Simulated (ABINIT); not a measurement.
Pd:

```
Pd
1.0
     0.00000    1.94650    1.94650
     1.94650    0.00000    1.94650
     1.94650    1.94650    0.00000
Pd
1
Direct
  0.00000 0.00000 0.00000
```

Base run:

```yaml
Program: ABINIT 10.8.3 (patched build)
Functional: revPBE
Potentials_or_basis: JTH PAW PBE v2.0
Cutoff: 626 eV
k_mesh: 12 × 12 × 12
Occupations: fermi-dirac, width 0.05 eV
Spin: no spin polarisation
```

Its results: band gap on the k mesh none (metal or under the smearing width); pressure 10.1 GPa.

Question: After a change of settings the same cell gave: band gap on the k mesh none (metal or under the smearing width); pressure -8.8 GPa. Which change was it?
A. functional from revPBE to BLYP; potentials or basis from JTH PAW PBE v2.0 to PseudoDojo NC SR PBE v0.4.1 standard; cutoff from 626 eV to 1116 eV
B. functional from revPBE to LDA; potentials or basis from JTH PAW PBE v2.0 to PseudoDojo NC SR LDA v0.4 stringent; cutoff from 626 eV to 1116 eV
C. potentials or basis from JTH PAW PBE v2.0 to PseudoDojo NC SR PBE v0.4.1 standard; cutoff from 626 eV to 1116 eV
D. functional from revPBE to PBE; k mesh from 12 × 12 × 12 to 7 × 7 × 7

Answer: B.

Caveats: the PAW data sets were made with another functional, which shifts forces and pressure a little (some runs).
